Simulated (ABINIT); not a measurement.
# SiC (Moissanite 3C): from the cell to the phonon bands

Wanted: phonon bands, density of states and zone-centre response of SiC (Moissanite 3C).

Program: ABINIT 10.8.3. Level of theory: DFT PBE, scalar-relativistic, plane waves, PseudoDojo stringent norm-conserving pseudopotentials. Results are calculated unless marked as measured.

**What experiment says.**

For SiC, 3C polytype (zincblende) (single crystals from silicon oxide and carbon black reaction at 2800 K, annealed in air), “On melting of silicon carbide under pressure” (2012, arxiv:1210.3244) quotes earlier work: lattice constant a (a of cubic 3C-SiC starting crystals) 4.357 Å [Starting-material characterisation; no method, uncertainty or temperature given].

“Infrared properties of SiC particles” (1999, arxiv:astro-ph/9903031) quotes from earlier work for SiC, 3C (beta, cubic zinc blende) (literature average; scatter up to 0.2): ε∞ (high-frequency dielectric constant) 6.49 [average of published experimental values; polytype label garbled in the row, 3C inferred …].

For SiC, beta-SiC (3C, zinc blende) (near-stoichiometric polycrystalline SiC fibers (Hi-S, SA, Sylramic; C/Si below 1.1), cross sections, 300 K), “Non-Destructive Mechanical Characterization of Sic Fibers by Raman Spectroscopy” (2007, arxiv:cond-mat/0701342) gives, by micro-Raman backscattering, 514.5 nm: Raman mode (TO at Gamma (degenerate TO1/TO2), approximate peak position) about 796 cm⁻¹ [polymer-derived SiC fibers with excess carbon and stacking disorder; satellite line near …].

For SiC, 3C (zinc blende) (high-purity CVD 3C-SiC wafer, 292 K), “Optical properties of silicon carbide for astrophysical applications I. New laboratory infrared reflectance spectra and optical constants” (2008, arxiv:0803.1210) gives, by FTIR reflectance, classical dispersion analysis: infrared mode (TO at Gamma) about 797.5 cm⁻¹ [TO position from reflectance band and dispersion fit; imperfect surface polish].

This is a report of a sequence of runs, with most program output left out.

**1. Starting point**

The structure is cubic, space group F-43m (No. 216). Conventional cell: a = 4.358 Å, b = 4.358 Å, c = 4.358 Å, α = 90.00°, β = 90.00°, γ = 90.00°. Si has 4 C at 1.89 Å nearest. C has 4 Si at 1.89 Å nearest. Farther neighbours are not listed.

Coordinates:

```cif
data_structure
_symmetry_space_group_name_H-M 'F-43m'
_symmetry_Int_Tables_number 216
_cell_length_a 4.3580
_cell_length_b 4.3580
_cell_length_c 4.3580
_cell_angle_alpha 90.000
_cell_angle_beta 90.000
_cell_angle_gamma 90.000
_cell_volume 82.77
loop_
_atom_site_label
_atom_site_type_symbol
_atom_site_symmetry_multiplicity
_atom_site_Wyckoff_symbol
_atom_site_fract_x
_atom_site_fract_y
_atom_site_fract_z
_atom_site_occupancy
Si1 Si 4 a 0.00000 0.00000 0.00000 1
C1 C 4 d 0.25000 0.25000 0.75000 1
```

**2. A first look**

A first run with smearing and empty bands tells whether the crystal has a gap, which decides between fixed occupations and smearing later on.

Input file probe.abi:

```
# ground state
tolvrs 1.0d-08
prtden 1
prtwf 1

# basis, mesh and filling
ecut 37.0
ngkpt 8 8 8
nshiftk 1
shiftk 0.0 0.0 0.0
istwfk *1
occopt 7
tsmear 0.005
nband 9
nstep 100
diemac 9.0
prtebands 0
prtgsr 0
useylm 1

# cell and atoms
acell 3*1.0 Angstrom
rprim 
    0.0 2.179 2.179
    2.179 0.0 2.179
    2.179 2.179 0.0
ntypat 2
znucl 14 6
natom 2
typat 1 2
xred 
    0.0 0.0 0.0
    0.25 0.25 0.25
pp_dirpath "./pseudo"
pseudos "Si.upf, C.upf"
```

Launch:

```sh
$ OMP_NUM_THREADS=1 mpirun -n 4 abinit probe.abi > probe.log
```

Elapsed: 3.1 s, on 4 MPI ranks of Arm Neoverse V2, shared host.

Numbers from this step:

| Quantity | Value |
| --- | --- |
| volume per atom | 10.35 Å³ |
| pressure | 2.991 GPa |
| gap on the k-mesh | 1.361 eV |

A gap of 1.4 eV opens on this mesh, so the crystal is taken as an insulator; the printed pressure holds the stress of the finite basis too.

**3. Relaxing the cell and atoms**

The harmonic expansion needs vanishing forces, and a free crystal bears no stress, so cell and atoms are brought to rest. Stress is more sensitive to the basis than forces are: the last 3 Ha under the cutoff are smoothed with ecutsm, and the cutoff is raised above that of the later runs.

Input file relax.abi:

```
# relaxation
ionmov 2
optcell 2
dilatmx 1.08
ntime 40
tolmxf 1.0d-05
tolvrs 1.0d-14
prtwf 0
prtden 0
chksymtnons 0

# basis, mesh and filling
ecut 46.0
ecutsm 3.0
ngkpt 8 8 8
nshiftk 1
shiftk 0.0 0.0 0.0
istwfk *1
occopt 1
nband 4
nstep 100
diemac 9.0
prtebands 0
prtgsr 0
useylm 1

# cell and atoms
acell 3*1.0 Angstrom
rprim 
    0.0 2.179 2.179
    2.179 0.0 2.179
    2.179 2.179 0.0
ntypat 2
znucl 14 6
natom 2
typat 1 2
xred 
    0.0 0.0 0.0
    0.25 0.25 0.25
pp_dirpath "./pseudo"
pseudos "Si.upf, C.upf"
```

Launch:

```sh
$ OMP_NUM_THREADS=1 mpirun -n 4 abinit relax.abi > relax.log
```

Elapsed: 11 s, on 4 MPI ranks.

The steps of the relaxation:

```
step  energy less that of the first step (eV)  largest force (eV/Å)  volume (Å³)
   1                                   0.0000                0.0000        20.69
   2                                  -0.0029                0.0000        20.90
   3                                  -0.0032                0.0000        21.01
   4                                  -0.0032                0.0000        21.01
```

```
conventional cell, symmetrised  before  after  change
                         a (Å)   4.358  4.380  +0.5 %
                         b (Å)   4.358  4.380  +0.5 %
                         c (Å)   4.358  4.380  +0.5 %
              volume (Å³/atom)   10.35  10.50  +1.5 %
```

The relaxed structure:

```
Si C
1.0
     0.00000    2.19003    2.19003
     2.19003    0.00000    2.19003
     2.19003    2.19003    0.00000
Si C
1 1
Direct
  0.00000 0.00000 0.00000
  0.25000 0.25000 0.25000
```

Read from the output:

- volume per atom: 10.50 Å³
- pressure: 1.02e-4 GPa

The volume changes by +1.5 % in this run and stands +1.5 % from the first cell.

**4. Self-consistent run for the response**

First-order wavefunctions inherit every error of the ground state, hence the very tight tolvrs.

Input file gs.abi:

```
# ground state
tolvrs 1.0d-16
prtden 1
prtwf 1

# basis, mesh and filling
ecut 37.0
ngkpt 8 8 8
nshiftk 1
shiftk 0.0 0.0 0.0
istwfk *1
occopt 1
nband 4
nstep 100
diemac 9.0
prtebands 0
prtgsr 0
useylm 1

# cell and atoms
acell 3*1.0 Angstrom
rprim 
    0.0 2.190032261 2.190032261
    2.190032261 0.0 2.190032261
    2.190032261 2.190032261 0.0
ntypat 2
znucl 14 6
natom 2
typat 1 2
xred 
    0.0 0.0 0.0
    0.25 0.25 0.25
pp_dirpath "./pseudo"
pseudos "Si.upf, C.upf"
```

Launch:

```sh
$ OMP_NUM_THREADS=1 mpirun -n 4 abinit gs.abi > gs.log
```

Elapsed: 3.4 s, on 4 MPI ranks.

Read from the output:

| Quantity | Value |
| --- | --- |
| pressure | -0.3081 GPa |

The cell stands at -0.31 GPa: the relaxation ran with a smoothed and higher cutoff, and the difference is a stress of the finite basis.

**5. Empty bands**

Empty bands on the ground state's density check that the gap assumed so far is there in this cell.

Input file gap.abi:

```
# empty bands on the ground state's density
iscf -2
getden_filepath "gso_DEN"
tolwfr 1.0d-12
nbdbuf 2
prtwf 0

# basis, mesh and filling
ecut 37.0
ngkpt 8 8 8
nshiftk 1
shiftk 0.0 0.0 0.0
istwfk *1
occopt 1
nband 8
nstep 100
diemac 9.0
prtebands 0
prtgsr 0
useylm 1

# cell and atoms
acell 3*1.0 Angstrom
rprim 
    0.0 2.190032261 2.190032261
    2.190032261 0.0 2.190032261
    2.190032261 2.190032261 0.0
ntypat 2
znucl 14 6
natom 2
typat 1 2
xred 
    0.0 0.0 0.0
    0.25 0.25 0.25
pp_dirpath "./pseudo"
pseudos "Si.upf, C.upf"
```

Launch:

```sh
$ OMP_NUM_THREADS=1 mpirun -n 4 abinit gap.abi > gap.log
```

The job ended after 3 s (4 MPI ranks; 12 s of CPU time).

This step gave:

* gap on the k-mesh: 1.375 eV

In this cell the gap on the mesh is 1.4 eV, indirect (smallest direct 4.5 eV), so fixed occupations hold.

**6. Zone-centre response**

The derivative of the wavefunctions by k comes first, since the response to a field is built on it; then the field and the displacements that symmetry doesn't supply are solved at q = 0.

It reads the wavefunctions written in step 4.

Input file dfpt_gamma.abi:

```
ndtset 2

# common to the responses
getwfk_filepath "gso_WFK"
kptopt 2
nqpt 1
qpt 0.0 0.0 0.0
asr 0
chneut 0

# d/dk
rfelfd1 2
rfdir1 1 1 1
iscf1 -3
tolwfr1 1.0d-20

# displacements, field
rfphon2 1
rfatpol2 1 2
rfdir2 1 1 1
rfelfd2 3
getddk2 1
tolvrs2 1.0d-10
prtwf2 0

# basis, mesh and filling
ecut 37.0
ngkpt 8 8 8
nshiftk 1
shiftk 0.0 0.0 0.0
istwfk *1
occopt 1
nband 4
nstep 100
diemac 9.0
prtebands 0
prtgsr 0
useylm 1

# cell and atoms
acell 3*1.0 Angstrom
rprim 
    0.0 2.190032261 2.190032261
    2.190032261 0.0 2.190032261
    2.190032261 2.190032261 0.0
ntypat 2
znucl 14 6
natom 2
typat 1 2
xred 
    0.0 0.0 0.0
    0.25 0.25 0.25
pp_dirpath "./pseudo"
pseudos "Si.upf, C.upf"
```

Launch:

```sh
$ OMP_NUM_THREADS=1 mpirun -n 4 abinit dfpt_gamma.abi > dfpt_gamma.log
```

The job ended after 61 s (4 MPI ranks).

Numbers from this step:

```
miss of the charge sum rule                                       : 0.03549 e
largest acoustic frequency at the zone centre before the sum rule : 0.31 cm⁻¹
highest optical zone-centre mode (no LO-TO term)                  : 777 cm⁻¹
lowest optical zone-centre mode                                   : 777 cm⁻¹
mean high-frequency dielectric constant                           : 7.104
largest Born charge in size (third of the trace)                  : 2.715 e
```

Born charge (rows field, columns displacement), before the sum rule (e), principal values of the symmetric part by kind of site:

```
atom  atoms with these values    low  middle   high   mean
 Si1                        1   2.68    2.68   2.68   2.68
  C2                        1  -2.71   -2.71  -2.71  -2.71
```

In full for C2:

```
-2.71  0.00  0.00
 0.00 -2.71  0.00
 0.00  0.00 -2.71
```

High-frequency dielectric tensor:

```
7.10 0.00 0.00
0.00 7.10 0.00
0.00 0.00 7.10
```

The acoustic modes at Γ come out as far as 0.3 cm⁻¹ from zero, where they should vanish, a small numerical error; the Born charges miss their sum rule by 0.035 e, which is fair.

**7. Zone-centre analysis**

anaddb reads the merged derivatives, imposes the acoustic sum rule and charge neutrality, and adds the LO-TO term along chosen directions.

Input file anaddb.abi:

```
ddb_filepath "gamma_DDB"
output_file "anaddb.abo"
outdata_prefix "anaddb"
asr 1
chneut 1
enunit 2
eivec 1
nph1l 1
qph1l 0.0 0.0 0.0 1.0
dieflag 1
nph2l 3
qph2l 
    1.0 0.0 0.0 0.0
    0.0 0.0 1.0 0.0
    1.0 1.0 1.0 0.0
```

Input file mrgddb.in:

```
gamma_DDB
merged
2
dfpt_gammao_DS2_DDB
gso_DDB
```

Launch:

```sh
$ mrgddb < mrgddb.in > mrgddb.log
$ OMP_NUM_THREADS=1 anaddb anaddb.abi > anaddb.log
```

Elapsed: 0.48 s, on 1 thread.

Numbers from this step:

| Item | Value |
| --- | --- |
| mean static dielectric constant | 10.46 |
| highest mode moved by the LO-TO term | 942.8 cm⁻¹ |

No LO-TO term; unit eigenvectors of the mass-weighted matrix, from anaddb's displacements. The modes at Γ (shares of kinetic energy by element, %):

```
mode  frequency (cm⁻¹)  symmetry  Si %  C %
   1               0.0  acoustic    70   30
   2               0.0  acoustic    70   30
   3               0.0  acoustic    70   30
   4             777.0        T2    30   70
   5             777.0        T2    30   70
   6             777.0        T2    30   70
```

Displacements in mode 5 (777.0 cm⁻¹), the largest set to 1:
```
Si1  0.00  0.43  0.00
C2   0.00 -1.00  0.00
```

Trace of the oscillator strength, degenerate modes summed. Lines of the infrared spectrum (strongest = 100):

```
position (cm⁻¹)  lines merged  IR intensity, relative
            777             3                     100
```

Static dielectric tensor (ions relaxed, fixed cell):

```
10.46  0.00  0.00
 0.00 10.46  0.00
 0.00  0.00 10.46
```

The rule moves no optical mode by more than 0.1 cm⁻¹.

**8. Linear response on the mesh**

Linear response treats each wavevector in the unit cell, with no supercell; the 4×4×4 mesh fixes the range of the force constants to be had.

Input file dfpt_q.abi:

```
ndtset 7

# wavevectors
qpt1 0.25 0.0 0.0
qpt2 0.5 0.0 0.0
qpt3 0.25 0.25 0.0
qpt4 0.5 0.25 0.0
qpt5 -0.25 0.25 0.0
qpt6 0.5 0.5 0.0
qpt7 -0.25 0.5 0.25

# displacements
getwfk_filepath "gso_WFK"
getwfq_filepath "gso_WFK"
kptopt 3
nqpt 1
rfphon 1
rfatpol 1 2
rfdir 1 1 1
tolvrs 1.0d-10
prtwf 0

# basis, mesh and filling
ecut 37.0
ngkpt 8 8 8
nshiftk 1
shiftk 0.0 0.0 0.0
istwfk *1
occopt 1
nband 4
nstep 100
diemac 9.0
prtebands 0
prtgsr 0
useylm 1

# cell and atoms
acell 3*1.0 Angstrom
rprim 
    0.0 2.190032261 2.190032261
    2.190032261 0.0 2.190032261
    2.190032261 2.190032261 0.0
ntypat 2
znucl 14 6
natom 2
typat 1 2
xred 
    0.0 0.0 0.0
    0.25 0.25 0.25
pp_dirpath "./pseudo"
pseudos "Si.upf, C.upf"
```

Launch:

```sh
$ OMP_NUM_THREADS=1 mpirun -n 4 abinit dfpt_q.abi > dfpt_q.log
```

Run time: 11 min. Hardware: 4 MPI ranks.

Numbers from this step:

| Item | Value |
| --- | --- |
| lowest mode on the q mesh (acoustic ones at the zone centre apart) | 195.0 cm⁻¹ |

Frequencies (cm⁻¹) before the sum rule at the irreducible wavevectors but Γ, which is solved apart; negative means imaginary. Frequencies by wavevector:

```
 q (fractions)  star  mode 1  mode 2  mode 3  mode 4  mode 5  mode 6
      0.25 0 0     8     195     195   396.4   762.3   762.3   898.3
       0.5 0 0     4   258.9   258.9   600.6   749.7   749.7   815.1
   0.25 0.25 0     6   271.6   271.6   393.7     760     760   901.4
    0.5 0.25 0    24   324.4   397.5   531.6   745.2   751.5   838.2
  -0.25 0.25 0    12   286.2   390.6   477.3   742.2   762.7     856
     0.5 0.5 0     3   361.1   361.1   622.1   743.7   743.7   804.1
-0.25 0.5 0.25     6   394.4   454.8     526   718.8   754.5     835
```

**9. Dispersion**

anaddb transforms the dynamical matrices to force constants, with the dipole-dipole part treated apart, and back along the path; points of the mesh come back as solved, but for the sum rule and, in polar crystals, the LO-TO term at Γ; the rest is interpolation.

Input file anaddb.abi:

```
ddb_filepath "all_DDB"
output_file "anaddb.abo"
outdata_prefix "anaddb"
ifcflag 1
ngqpt 4 4 4
nqshft 1
q1shft 0.0 0.0 0.0
asr 1
chneut 1
dipdip 1
dipquad 0
quadquad 0
enunit 0
eivec 0
nph1l 62
qph1l 
    -5.0d-06 -5.0d-06 0.0 1.0
    -0.05 -0.05 0.0 1.0
    -0.1 -0.1 0.0 1.0
    -0.15 -0.15 0.0 1.0
    -0.2 -0.2 0.0 1.0
    -0.25 -0.25 0.0 1.0
    -0.3 -0.3 0.0 1.0
    -0.35 -0.35 0.0 1.0
    -0.4 -0.4 0.0 1.0
    -0.45 -0.45 0.0 1.0
    -0.5 -0.5 0.0 1.0
    -0.4875 -0.4875 0.025 1.0
    -0.475 -0.475 0.05 1.0
    -0.4625 -0.4625 0.075 1.0
    -0.45 -0.45 0.1 1.0
    -0.4375 -0.4375 0.125 1.0
    -0.425 -0.425 0.15 1.0
    -0.4125 -0.4125 0.175 1.0
    -0.4 -0.4 0.2 1.0
    -0.3875 -0.3875 0.225 1.0
    -0.375 -0.375 0.25 1.0
    -0.375 0.0 0.375 1.0
    -0.3375 0.0 0.3375 1.0
    -0.3 0.0 0.3 1.0
    -0.2625 0.0 0.2625 1.0
    -0.225 0.0 0.225 1.0
    -0.1875 0.0 0.1875 1.0
    -0.15 0.0 0.15 1.0
    -0.1125 0.0 0.1125 1.0
    -0.075 0.0 0.075 1.0
    -0.0375 0.0 0.0375 1.0
    0.0 0.0 5.0d-06 1.0
    0.0 0.0 0.05 1.0
    0.0 0.0 0.1 1.0
    0.0 0.0 0.15 1.0
    0.0 0.0 0.2 1.0
    0.0 0.0 0.25 1.0
    0.0 0.0 0.3 1.0
    0.0 0.0 0.35 1.0
    0.0 0.0 0.4 1.0
    0.0 0.0 0.45 1.0
    0.0 0.0 0.5 1.0
    -0.05 -0.025 0.475 1.0
    -0.1 -0.05 0.45 1.0
    -0.15 -0.075 0.425 1.0
    -0.2 -0.1 0.4 1.0
    -0.25 -0.125 0.375 1.0
    -0.3 -0.15 0.35 1.0
    -0.35 -0.175 0.325 1.0
    -0.4 -0.2 0.3 1.0
    -0.45 -0.225 0.275 1.0
    -0.5 -0.25 0.25 1.0
    -0.5 -0.275 0.225 1.0
    -0.5 -0.3 0.2 1.0
    -0.5 -0.325 0.175 1.0
    -0.5 -0.35 0.15 1.0
    -0.5 -0.375 0.125 1.0
    -0.5 -0.4 0.1 1.0
    -0.5 -0.425 0.075 1.0
    -0.5 -0.45 0.05 1.0
    -0.5 -0.475 0.025 1.0
    -0.5 -0.5 0.0 1.0
```

Input file mrgddb.in:

```
all_DDB
merged
8
dfpt_gammao_DS2_DDB
dfpt_qo_DS1_DDB
dfpt_qo_DS2_DDB
dfpt_qo_DS3_DDB
dfpt_qo_DS4_DDB
dfpt_qo_DS5_DDB
dfpt_qo_DS6_DDB
dfpt_qo_DS7_DDB
```

Launch:

```sh
$ mrgddb < mrgddb.in > mrgddb.log
$ OMP_NUM_THREADS=1 anaddb anaddb.abi > anaddb.log
```

It took 0.67 s on 1 thread.

This step gave:

```yaml
lowest_frequency_on_the_path: 0 cm⁻¹
```

Anaddb, dipole-dipole term. Phonon branches along the path, in cm⁻¹:

```
    point  branch 1  branch 2  branch 3  branch 4  branch 5  branch 6
        Γ         0         0         0       777       777       943
  halfway       272       272       394       760       760       901
        X       361       361       622       744       744       804
  halfway       359       389       603       738       742       816
        U       349       436       556       734       739       836
jump to K       349       436       556       734       739       836
  halfway       228       316       410       754       772       878
        Γ         0         0         0       777       777       943
  halfway       195       195       396       762       762       898
        L       259       259       601       750       750       815
  halfway       324       384       548       742       747       836
        W       394       455       526       719       754       835
  halfway       377       398       585       729       749       822
        X       361       361       622       744       744       804
```

All branches are real along the path.

(Continued in part 2 of 2.)

[Host names and launcher messages were left out of these logs when they were recorded.]

[Logs are printed without paths, hosts, clocks, repeated set-up lines and the standing remarks that a program may print on its own settings, such as how far it seeks lower states.]

[Hosts, paths, dates, database ids (printed as entryN), source tags and the programs' standing remarks are cut or masked in the printed files.]
